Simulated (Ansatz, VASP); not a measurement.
## P in VASP and in Ansatz

```
CELL_PARAMETERS angstrom
2.31403 0.00000 0.00000
0.00000 2.31403 0.00000
0.00000 0.00000 2.31403
ATOMIC_POSITIONS crystal
P 0.00000 0.00000 0.00000
```

Alike in both runs: functional PBE; dispersion D3(BJ); k mesh 18 × 18 × 18; occupations gaussian, width 0.1 eV; no spin polarisation.

Ansatz relaxed the structure, and its values are those at the end. VASP's run is a single point on that final structure, the one shown.

```csv
,VASP,Ansatz
version,VASP 6.6.1,Ansatz 0.2.0
potentials or method,"VASP PAW PBE potentials, release 64 (P)","scalar-relativistic, plane waves, PAW"
plane-wave cutoff (eV),520,420
valence electrons in the cell,5,5
```

VASP gave:

* gap on the k mesh at the Fermi level (eV): none
* pressure (GPa): 19.5

Question: What did Ansatz give for the same quantities?

Answer: gap on the k mesh at the Fermi level (eV): none; pressure (GPa): 20.0.

A gap of «none» marks a metal or a gap that the smearing closes. Ansatz warned: «structure_snapped_to_symmetry».

Caveats: so large a pressure means that the cell lies far from this level's equilibrium, or that cutoff or potentials fall short (VASP); pairwise dispersion overbinds metals, which lowers pressure and volume.
